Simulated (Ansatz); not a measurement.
BaTiO$_{3}$: moving Ba off its site

BaTiO$_{3}$, R3m, a = 5.726 Å, c = 7.069 Å. The structure is a COD entry; whether it is the stable form wasn't checked. Ansatz: PBE, PAW, 420 eV, Γ-centred 6×6×6 mesh on 5 atoms, Gaussian smearing 0.05 eV; no spin polarisation.

```xyz
5
Lattice="2.8631 1.6530 2.3563 -2.8631 1.6530 2.3563 0.0000 -3.3060 2.3563" Properties=species:S:1:pos:R:3 pbc="T T T"
Ba    0.0000    0.0000    0.0350
Ti    0.0000    0.0000    3.6701
O     0.0000   -1.6179    4.6055
O    -1.4011    0.8089    4.6055
O     1.4011    0.8089    4.6055
```

Atom 1 (Ba) moves by x along the unit vector (0.000, 0.000, -1.000), with its periodic images; all else is held. y is the free energy of the cell over the start, F the force along the path summed over the moved atoms.

| x (Å) | y (meV) | F (eV/Å) |
| --- | --- | --- |
| -0.200 | 111.3 | 1.18 |
| -0.150 | ? | ? |
| -0.100 | 26.3 | 0.54 |
| -0.050 | 6.4 | 0.26 |
| 0.000 | 0.0 | 0.00 |
| 0.050 | 6.3 | -0.25 |
| 0.100 | 24.9 | -0.49 |
| 0.150 | 55.8 | -0.75 |
| 0.175 | 76.1 | -0.88 |
| 0.200 | 99.7 | -1.01 |

Question: Fit y = c2 x² + c3 x³ + c4 x⁴ to the energies of the other rows, give the force constant, and predict energy and force of the missing row.

Answer: Least squares on the rows shown. y = 2531 x² − 726.0 x³ + 2670 x⁴. The force constant is 2 c2 = 5.06 eV/Å² (for all images moving together, not for a lone atom). The force −dy/dx at the missing row is 0.84 eV/Å (computed 0.84). At x = -0.150 the fit asked for gives 60.7 meV. The run gave 60.8 meV, so the fit is 0.1 meV too low, a small miss on the scale of the series.

Cost: 10 runs of about 0.84 core-minutes in all, on Arm Neoverse V2 (shared hosts).

Ba sits in a single, nearly harmonic well, with no second minimum in the range sampled. The well is slightly lopsided: a shift of 0.200 Å costs 99.7 meV along the path but 111.3 meV against it. The geometry suggests why. In this polar cell, Ba lies closer to the three oxygens of the layer on the negative-x side than to the three on the other side, so moving that way compresses the shorter Ba–O contacts and meets the steeper closed-shell repulsion. The negative cubic term expresses this imbalance, while the positive quartic term stiffens the well in both directions.

A stable, mainly ionic Ba site fits the usual picture of BaTiO$_{3}$, in which the ferroelectric distortion is driven chiefly by Ti 3d–O 2p hybridisation rather than by the A-site cation. The scan doesn't test that mechanism, however: the soft mode and polarisation reversal involve coupled Ti and O displacements, so neither a mode frequency nor a switching barrier follows from this curve.
